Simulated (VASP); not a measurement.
A run of VASP 6.6.1 is set up as follows.

Contents of INCAR:

```
ALGO     = Normal         # electronic algorithm
EDIFF    = 1E-7           # SCF threshold, eV
ENCUT    = 520            # plane-wave cutoff, eV
GGA      = PE             # functional
ISIF     = 2              # what is computed and relaxed
ISMEAR   = -1             # smearing method
LASPH    = True           # aspherical terms in the spheres
LCHARG   = False          # write CHGCAR
LREAL    = False          # projectors in reciprocal space
LWAVE    = False          # write WAVECAR
NBANDS   = 49             # bands
NELM     = 100            # most SCF steps
PREC     = Accurate       # precision mode
SIGMA    = 0.05           # smearing width, eV
```

KPOINTS

```
k-points
0
Gamma
  9 9 1
```

File POSCAR:

```
Te2Mo
1.0
    3.5624185427      0.0000000000      0.0000000000
   -1.7812092714      3.0851449569      0.0000000000
    0.0000000000      0.0000000000     31.5632657400
Te Mo
6 3
Direct
    0.0032920000     -0.0046710000      0.0572560000
    0.3268010000      0.6648120000      0.2875710000
    0.3345060000      0.6664600000      0.8236810000
    0.3400970000      0.6858570000      0.1748440000
    0.3417540000      0.6703470000      0.7100090000
   -0.0009590000     -0.0081750000      0.9430320000
    0.3318160000      0.6583580000      0.0005090000
    0.0186130000     -0.0000310000      0.2338160000
    0.0018050000      0.0062990000      0.7662900000
```

Potentials or basis: VASP PAW PBE potentials, release 64 (Te, Mo_sv).

Run with:

```sh
$ cat potpaw_PBE.64/Te/POTCAR potpaw_PBE.64/Mo_sv/POTCAR > POTCAR
$ mpirun -np 1 vasp_std > vasp.out
```

Question: Estimate the largest force.

Answer: 2.182 eV/Å.

Question: Predict the band gap on the k mesh.

Answer: 0.99 eV, direct.

Forces in eV/Å, atoms in the order of the input:
```
Te  -0.069 -0.072  0.163
Te   0.711 -0.007  1.450
Te  -0.067  0.130 -0.015
Te   0.481 -0.328  0.375
Te  -0.195  0.058 -0.363
Te  -0.015 -0.005  0.072
Mo   0.084  0.084 -0.240
Mo  -1.192  0.330 -1.798
Mo   0.263 -0.190  0.357
```

Caveat: spin-orbit coupling is left out, which moves the levels of the heavy elements.
